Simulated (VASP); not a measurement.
# La2O3: formation energy of a point defect, part 2 of 3

Wanted: what a point defect costs in La2O3 and how the lattice relaxes round it. The start is a computed cell from the Materials Project.

VASP 6.6.1; PBEsol; plane waves and PAW (La, O).

So far. Step 2 (The host at zero pressure): The run ended after 8 ionic steps, 0.020 eV below its first step, once forces and stress met EDIFFG = -0.02. The relaxed cell has a = 3.900, c = 6.055 Å (conventional setting).

## (3) The host's dielectric tensor, for the charge correction

Charged cells interact with their images through the host's screening, so the correction needs its dielectric constant.

Input file INCAR:

```
SYSTEM = La2O3
PREC = Accurate
ENCUT = 400
EDIFF = 1E-08
NELM = 120
ISMEAR = 0
SIGMA = 0.05
LREAL = .FALSE.
ALGO = Normal
GGA = PS
NBANDS = 26
LASPH = .TRUE.
LWAVE = .FALSE.
LCHARG = .FALSE.
KPAR = 8
LEPSILON = .TRUE.
IBRION = 8
NSW = 1
```

Input file POSCAR:

```
La2O3
1.0
    3.9002586149      0.0000000000      0.0000000000
   -1.9501293075      3.3777230419      0.0000000000
    0.0000000000      0.0000000000      6.0545344854
La O
2 3
Direct
    0.3333333333      0.6666666667      0.2454637612
    0.6666666667      0.3333333333      0.7545362388
    0.0000000000      0.0000000000      0.0000000000
    0.3333333333      0.6666666667      0.6454549948
    0.6666666667      0.3333333333      0.3545450052
```

Input file KPOINTS:

```
Automatic mesh
0
Gamma
7 7 4
0 0 0
```

Potentials, in the order of the species: La and O (PBE family, release 64).

On the command line:

```console
> mpirun -np 8 vasp_std
```

The program printed:

```text
[banner, memory and clock lines left out]
running    8 mpi-ranks, on    1 nodes
 distrk:  each k-point on    1 cores,    8 groups
 distr:  one band on    1 cores,    1 groups

 POSCAR found type information on POSCAR LaO
 POSCAR found :  2 types and       5 ions
 [... a notice as in an earlier step ...]

 [... a notice as in an earlier step ...]

 LDA part: xc-table for (Slater+PW92), standard interpolation
 POSCAR, INCAR and KPOINTS ok, starting setup
 FFT: planning ... GRIDC
 FFT: planning ... GRID_SOFT
 FFT: planning ... GRID
 WAVECAR not read
 entering main loop
       N       E                     dE             d eps       ncg     rms          rms(c)
DAV:   1     0.441057533328E+03    0.44106E+03   -0.13127E+04  1488   0.192E+03
DAV:   2     0.759457513187E+02   -0.36511E+03   -0.35626E+03  2056   0.367E+02
DAV:   3    -0.324749330565E+02   -0.10842E+03   -0.10654E+03  2464   0.186E+02
DAV:   4    -0.477667260304E+02   -0.15292E+02   -0.15266E+02  2536   0.759E+01
DAV:   5    -0.486957833200E+02   -0.92906E+00   -0.92850E+00  2464   0.218E+01    0.137E+01
DAV:   6    -0.438709055440E+02    0.48249E+01   -0.41551E+01  2328   0.373E+01    0.730E+00
DAV:   7    -0.438136599212E+02    0.57246E-01   -0.44789E+00  2800   0.203E+01    0.347E+00
DAV:   8    -0.437637270286E+02    0.49933E-01   -0.50190E-01  2600   0.584E+00    0.114E+00
DAV:   9    -0.437535505809E+02    0.10176E-01   -0.75033E-02  2576   0.207E+00    0.345E-01
DAV:  10    -0.437548852459E+02   -0.13347E-02   -0.23775E-02  2480   0.109E+00    0.157E-01
DAV:  11    -0.437555833093E+02   -0.69806E-03   -0.70045E-03  2624   0.622E-01    0.125E-01
DAV:  12    -0.437555370072E+02    0.46302E-04   -0.19187E-03  2248   0.285E-01    0.454E-02
DAV:  13    -0.437555694617E+02   -0.32455E-04   -0.80448E-04  2624   0.195E-01    0.219E-02
DAV:  14    -0.437555674163E+02    0.20454E-05   -0.78415E-05  2568   0.787E-02    0.569E-03
DAV:  15    -0.437555681092E+02   -0.69288E-06   -0.60800E-06  2376   0.188E-02    0.346E-03
DAV:  16    -0.437555679699E+02    0.13928E-06   -0.17370E-06  2576   0.829E-03    0.759E-04
DAV:  17    -0.437555679627E+02    0.72173E-08   -0.20817E-07  2448   0.373E-03    0.533E-04
DAV:  18    -0.437555679524E+02    0.10319E-07   -0.25705E-08  1768   0.173E-03    0.313E-04
DAV:  19    -0.437555679503E+02    0.21187E-08   -0.15111E-08  1440   0.151E-03
   1 F= -.43755568E+02 E0= -.43755568E+02  d E =-.128019E-17
 Linear response reoptimize wavefunctions to high precision
DAV:   1    -0.437555679566E+02   -0.63842E-08   -0.19585E-08  2160   0.131E-03
DAV:   2    -0.437555679569E+02   -0.25830E-09   -0.13064E-09  1416   0.496E-04
DAV:   3    -0.437555679569E+02    0.48203E-10   -0.65765E-10  1328   0.425E-04
 Linear response G [H, r] |phi>, progress :
  Direction:   1
       N       E                     dE             d eps       ncg     rms
 LRF_COMMUTATOR internal error: the vector H(1)-e(1) S(1) |phi(0)> is not orthog
 onal to |phi(0)> (1.536193161615525E-004,1.186897802263331E-014)
RMM:   1    -0.160323031279E+03   -0.16032E+03    0.55634E+02  2327   0.297E+02
 LRF_COMMUTATOR internal error: the vector H(1)-e(1) S(1) |phi(0)> is not orthog
 onal to |phi(0)> (1.536193161615525E-004,1.186897802263331E-014)
RMM:   2    -0.126078766583E+03    0.34244E+02   -0.11215E+02  2436   0.104E+02
 LRF_COMMUTATOR internal error: the vector H(1)-e(1) S(1) |phi(0)> is not orthog
 onal to |phi(0)> (1.536193161615525E-004,1.186897802263331E-014)
RMM:   3    -0.137907048407E+03   -0.11828E+02   -0.92906E+01  3437   0.372E+01
RMM:   4    -0.139873330813E+03   -0.19663E+01   -0.10740E+01  3684   0.149E+01
RMM:   5    -0.140604161644E+03   -0.73083E+00   -0.36402E+00  3761   0.720E+00
RMM:   6    -0.140877924774E+03   -0.27376E+00   -0.10827E+00  3763   0.433E+00
RMM:   7    -0.140956253075E+03   -0.78328E-01   -0.40149E-01  3728   0.248E+00
RMM:   8    -0.140988476731E+03   -0.32224E-01   -0.13146E-01  3583   0.161E+00
RMM:   9    -0.141001470012E+03   -0.12993E-01   -0.62872E-02  3570   0.989E-01
RMM:  10    -0.141006736344E+03   -0.52663E-02   -0.26383E-02  3503   0.678E-01
RMM:  11    -0.141010031506E+03   -0.32952E-02   -0.21757E-02  3428   0.469E-01
RMM:  12    -0.141009886566E+03    0.14494E-03   -0.11529E-02  3324   0.355E-01
RMM:  13    -0.141009733666E+03    0.15290E-03   -0.99076E-04  3313   0.274E-01
RMM:  14    -0.141010247401E+03   -0.51373E-03   -0.61269E-03  3233   0.243E-01
RMM:  15    -0.141010645221E+03   -0.39782E-03   -0.74992E-03  3286   0.215E-01
RMM:  16    -0.141010524146E+03    0.12108E-03   -0.47889E-03  3239   0.201E-01
RMM:  17    -0.141010723110E+03   -0.19896E-03   -0.49414E-03  3261   0.190E-01
RMM:  18    -0.141010588785E+03    0.13433E-03   -0.46915E-03  3235   0.183E-01
RMM:  19    -0.141010797249E+03   -0.20846E-03   -0.50931E-03  3248   0.180E-01
RMM:  20    -0.141010580462E+03    0.21679E-03   -0.58639E-03  3244   0.177E-01
 Linear response G [H, r] |phi>, progress :
  Direction:   2
       N       E                     dE             d eps       ncg     rms
RMM:   1    -0.158659762367E+03   -0.15866E+03    0.56769E+02  2311   0.296E+02
RMM:   2    -0.126344368896E+03    0.32315E+02   -0.12073E+02  2486   0.101E+02
RMM:   3    -0.137757502062E+03   -0.11413E+02   -0.90323E+01  3483   0.358E+01
RMM:   4    -0.139573237500E+03   -0.18157E+01   -0.10304E+01  3725   0.145E+01
RMM:   5    -0.140326419962E+03   -0.75318E+00   -0.35085E+00  3817   0.707E+00
RMM:   6    -0.140573243524E+03   -0.24682E+00   -0.11540E+00  3787   0.430E+00
RMM:   7    -0.140652360320E+03   -0.79117E-01   -0.39772E-01  3754   0.248E+00
RMM:   8    -0.140681686466E+03   -0.29326E-01   -0.14572E-01  3626   0.159E+00
RMM:   9    -0.140692692383E+03   -0.11006E-01   -0.72488E-02  3630   0.992E-01
RMM:  10    -0.140697314797E+03   -0.46224E-02   -0.26392E-02  3505   0.694E-01
RMM:  11    -0.140699021937E+03   -0.17071E-02   -0.15503E-02  3464   0.471E-01
RMM:  12    -0.140699783685E+03   -0.76175E-03   -0.64960E-03  3347   0.359E-01
RMM:  13    -0.140700190051E+03   -0.40637E-03   -0.32461E-03  3327   0.276E-01
RMM:  14    -0.140700247439E+03   -0.57388E-04   -0.76518E-04  3268   0.240E-01
RMM:  15    -0.140700350934E+03   -0.10350E-03   -0.44349E-04  3286   0.208E-01
RMM:  16    -0.140700450256E+03   -0.99322E-04   -0.14839E-03  3287   0.198E-01
RMM:  17    -0.140700441586E+03    0.86704E-05   -0.30739E-04  3266   0.187E-01
RMM:  18    -0.140700476461E+03   -0.34875E-04   -0.10096E-03  3244   0.180E-01
RMM:  19    -0.140700463385E+03    0.13076E-04   -0.55381E-04  3262   0.176E-01
RMM:  20    -0.140700479011E+03   -0.15627E-04   -0.71593E-04  3231   0.173E-01
 Linear response G [H, r] |phi>, progress :
  Direction:   3
[...]
force on displaced ion       3 direction 1 :  -2.449   0.000   0.000
 Born effective charge ion    3 direction 1 :  -2.708   0.000   0.000
 Linear response progress:
  Degree of freedom:   4/  6
       N       E                     dE             d eps       ncg     rms          rms(c)
RMM:   1    -0.377042900975E+00   -0.37704E+00    0.22495E-01  3324   0.264E+00
RMM:   2    -0.370897948041E+00    0.61450E-02   -0.13169E-02  2587   0.857E-01    0.102E-01
RMM:   3    -0.373146155240E+00   -0.22482E-02   -0.55632E-03  2468   0.283E-01    0.624E-02
RMM:   4    -0.374129910317E+00   -0.98376E-03   -0.12334E-03  2772   0.255E-01    0.226E-02
RMM:   5    -0.374213092218E+00   -0.83182E-04   -0.53759E-04  3274   0.836E-02    0.150E-02
RMM:   6    -0.374197375827E+00    0.15716E-04   -0.62774E-05  3271   0.422E-02    0.819E-03
RMM:   7    -0.374208116182E+00   -0.10740E-04   -0.17807E-05  3404   0.257E-02    0.301E-03
RMM:   8    -0.374227645691E+00   -0.19530E-04    0.31809E-05  3510   0.155E-02    0.234E-03
RMM:   9    -0.374226563519E+00    0.10822E-05    0.31551E-05  3552   0.100E-02    0.617E-04
RMM:  10    -0.374223722208E+00    0.28413E-05    0.26481E-05  3508   0.654E-03    0.528E-04
RMM:  11    -0.374225054898E+00   -0.13327E-05    0.17504E-05  3413   0.483E-03    0.323E-04
RMM:  12    -0.374224734875E+00    0.32002E-06    0.12969E-05  3407   0.394E-03    0.126E-04
RMM:  13    -0.374225956292E+00   -0.12214E-05    0.91759E-06  3342   0.316E-03    0.896E-05
RMM:  14    -0.374226296733E+00   -0.34044E-06    0.56662E-06  3356   0.301E-03    0.949E-05
RMM:  15    -0.374226584429E+00   -0.28770E-06    0.40883E-06  3303   0.267E-03    0.634E-05
RMM:  16    -0.374226778079E+00   -0.19365E-06    0.27354E-06  3337   0.247E-03    0.190E-05
RMM:  17    -0.374226819019E+00   -0.40940E-07    0.18479E-06  3256   0.242E-03    0.404E-05
RMM:  18    -0.374226890570E+00   -0.71551E-07    0.12667E-06  3272   0.235E-03    0.403E-05
RMM:  19    -0.374226916252E+00   -0.25682E-07    0.10301E-06  3269   0.233E-03    0.441E-05
RMM:  20    -0.374226954484E+00   -0.38232E-07    0.58093E-07  3274   0.232E-03    0.729E-05
RMM:  21    -0.374226963660E+00   -0.91759E-08    0.53445E-07  3313   0.232E-03    0.362E-05
RMM:  22    -0.374226959734E+00    0.39264E-08    0.36949E-07  3280   0.232E-03    0.277E-05
RMM:  23    -0.374226996369E+00   -0.36635E-07    0.21792E-07  3297   0.231E-03    0.172E-05
RMM:  24    -0.374226993439E+00    0.29298E-08    0.14608E-07  3292   0.230E-03    0.204E-05
RMM:  25    -0.374227001536E+00   -0.80968E-08    0.14770E-07  3293   0.229E-03    0.249E-05
RMM:  26    -0.374227003337E+00   -0.18014E-08    0.35451E-08  3311   0.230E-03    0.286E-05
 first order change of Fermi-energy   0.34527E+00
 force on displaced ion       3 direction 3 :   0.000   0.000  -5.608
 Born effective charge ion    3 direction 3 :   0.000   0.000  -2.578
 Linear response progress:
  Degree of freedom:   5/  6
       N       E                     dE             d eps       ncg     rms          rms(c)
RMM:   1    -0.380197878624E+00   -0.38020E+00    0.16130E-01 12928   0.337E+00
RMM:   2    -0.361870403383E+00    0.18327E-01   -0.24693E-02  8337   0.131E+00    0.154E-01
RMM:   3    -0.365828443077E+00   -0.39580E-02   -0.12572E-02 11027   0.407E-01    0.874E-02
RMM:   4    -0.367325771192E+00   -0.14973E-02   -0.19708E-03 11037   0.228E-01    0.313E-02
RMM:   5    -0.367755649314E+00   -0.42988E-03   -0.61592E-04 12625   0.895E-02    0.156E-02
RMM:   6    -0.367906500306E+00   -0.15085E-03   -0.12937E-04 12634   0.480E-02    0.347E-03
RMM:   7    -0.367884638914E+00    0.21861E-04   -0.59392E-05 13692   0.261E-02    0.338E-03
RMM:   8    -0.367899800079E+00   -0.15161E-04   -0.11081E-05 12363   0.177E-02    0.160E-03
RMM:   9    -0.367907648832E+00   -0.78488E-05   -0.96555E-06 13263   0.108E-02    0.420E-04
RMM:  10    -0.367908394721E+00   -0.74589E-06   -0.24621E-05 13073   0.754E-03    0.472E-04
RMM:  11    -0.367908919315E+00   -0.52459E-06   -0.25619E-05 13043   0.581E-03    0.304E-04
RMM:  12    -0.367910073763E+00   -0.11544E-05   -0.22546E-05 12845   0.500E-03    0.646E-05
RMM:  13    -0.367910553738E+00   -0.47998E-06   -0.20214E-05 12711   0.434E-03    0.118E-04
RMM:  14    -0.367910798830E+00   -0.24509E-06   -0.18363E-05 12704   0.401E-03    0.740E-05
RMM:  15    -0.367910919734E+00   -0.12090E-06   -0.17220E-05 12620   0.381E-03    0.171E-05
RMM:  16    -0.367910924413E+00   -0.46793E-08   -0.16089E-05 12590   0.364E-03    0.759E-05
RMM:  17    -0.367910931139E+00   -0.67261E-08   -0.15267E-05 12525   0.354E-03    0.951E-05
RMM:  18    -0.367911036027E+00   -0.10489E-06   -0.14439E-05 12514   0.345E-03    0.912E-05
RMM:  19    -0.367911035788E+00    0.23943E-09   -0.13690E-05 12477   0.341E-03    0.116E-04
RMM:  20    -0.367911035082E+00    0.70616E-09   -0.13050E-05 12451   0.335E-03    0.125E-04
RMM:  21    -0.367911110110E+00   -0.75028E-07   -0.12473E-05 12466   0.333E-03    0.120E-04
RMM:  22    -0.367911103428E+00    0.66824E-08   -0.11854E-05 12417   0.331E-03    0.138E-04
 first order change of Fermi-energy   0.11257E-01
 force on displaced ion       4 direction 1 :  -7.878  -0.003  -0.002
 Born effective charge ion    4 direction 1 :  -2.847  -0.000   0.000
 Linear response progress:
  Degree of freedom:   6/  6
       N       E                     dE             d eps       ncg     rms          rms(c)
RMM:   1    -0.387346410933E+00   -0.38735E+00    0.16825E-01  3518   0.323E+00
RMM:   2    -0.370884628408E+00    0.16462E-01   -0.22937E-02  2424   0.127E+00    0.147E-01
RMM:   3    -0.374272369355E+00   -0.33877E-02   -0.97080E-03  2298   0.435E-01    0.790E-02
RMM:   4    -0.375452034763E+00   -0.11797E-02   -0.17280E-03  2799   0.311E-01    0.278E-02
RMM:   5    -0.375752402960E+00   -0.30037E-03   -0.78425E-04  3283   0.109E-01    0.172E-02
RMM:   6    -0.375808832818E+00   -0.56430E-04   -0.14935E-04  3289   0.571E-02    0.765E-03
RMM:   7    -0.375887238396E+00   -0.78406E-04   -0.71086E-05  3568   0.328E-02    0.427E-03
RMM:   8    -0.375891654863E+00   -0.44165E-05   -0.12955E-05  3565   0.212E-02    0.279E-03
RMM:   9    -0.375893262544E+00   -0.16077E-05   -0.48449E-06  3607   0.139E-02    0.122E-03
RMM:  10    -0.375893844615E+00   -0.58207E-06    0.17332E-06  3563   0.915E-03    0.101E-03
RMM:  11    -0.375899997929E+00   -0.61533E-05    0.42803E-07  3464   0.735E-03    0.404E-04
RMM:  12    -0.375898751577E+00    0.12464E-05    0.40163E-07  3507   0.535E-03    0.294E-04
RMM:  13    -0.375899362004E+00   -0.61043E-06   -0.12824E-06  3457   0.471E-03    0.111E-04
RMM:  14    -0.375899202440E+00    0.15956E-06   -0.60869E-07  3437   0.397E-03    0.119E-04
RMM:  15    -0.375899751051E+00   -0.54861E-06   -0.90301E-07  3383   0.365E-03    0.365E-05
RMM:  16    -0.375899745929E+00    0.51215E-08   -0.43690E-07  3403   0.344E-03    0.271E-05
RMM:  17    -0.375899809421E+00   -0.63492E-07   -0.80060E-07  3295   0.332E-03    0.307E-05
RMM:  18    -0.375899808891E+00    0.53035E-09   -0.54974E-07  3400   0.319E-03    0.238E-05
RMM:  19    -0.375899900697E+00   -0.91805E-07   -0.63539E-07  3270   0.321E-03    0.132E-05
RMM:  20    -0.375899888820E+00    0.11877E-07   -0.47370E-07  3355   0.312E-03    0.912E-06
RMM:  21    -0.375899924202E+00   -0.35382E-07   -0.47719E-07  3272   0.313E-03    0.281E-05
RMM:  22    -0.375899944408E+00   -0.20206E-07   -0.36615E-07  3304   0.307E-03    0.165E-05
RMM:  23    -0.375899956322E+00   -0.11913E-07   -0.37256E-07  3288   0.309E-03    0.177E-05
RMM:  24    -0.375899954140E+00    0.21817E-08   -0.31935E-07  3301   0.307E-03    0.260E-05
RMM:  25    -0.375899940712E+00    0.13428E-07   -0.26402E-07  3286   0.308E-03    0.433E-05
RMM:  26    -0.375899939425E+00    0.12870E-08   -0.35161E-07  3279   0.308E-03    0.478E-05
RMM:  27    -0.375899948466E+00   -0.90411E-08   -0.20085E-07  3255   0.309E-03    0.466E-05
RMM:  28    -0.375899947963E+00    0.50256E-09   -0.32421E-07  3267   0.309E-03    0.492E-05
 first order change of Fermi-energy  -0.20231E+00
 force on displaced ion       4 direction 3 :   0.000   0.000  -8.038
 Born effective charge ion    4 direction 3 :  -0.000   0.000  -2.545
 Born effective charges drift removed
 Linear response finished
```

The job ended after 18 min (8 MPI ranks of Intel Xeon Platinum 8375C at 2.90GHz (Ice Lake), shared host; peak memory 4.3 GiB).

(Part 2 of 3 ends here.)

[Lines on the potential files, build, host, timing and source positions are cut from VASP's logs without a mark.]

[Logs are printed without paths, hosts, clocks, repeated set-up lines and the standing remarks that a program may print on its own settings, such as how far it seeks lower states.]

[Hosts, paths, dates, database ids (printed as entryN), source tags and the programs' standing remarks are cut or masked in the printed files.]

[In band tables of VASP the shares of atoms and orbitals are scaled to a sum of 1 inside the atoms' spheres.]

[Runs that stopped without an error message from VASP are left out.]
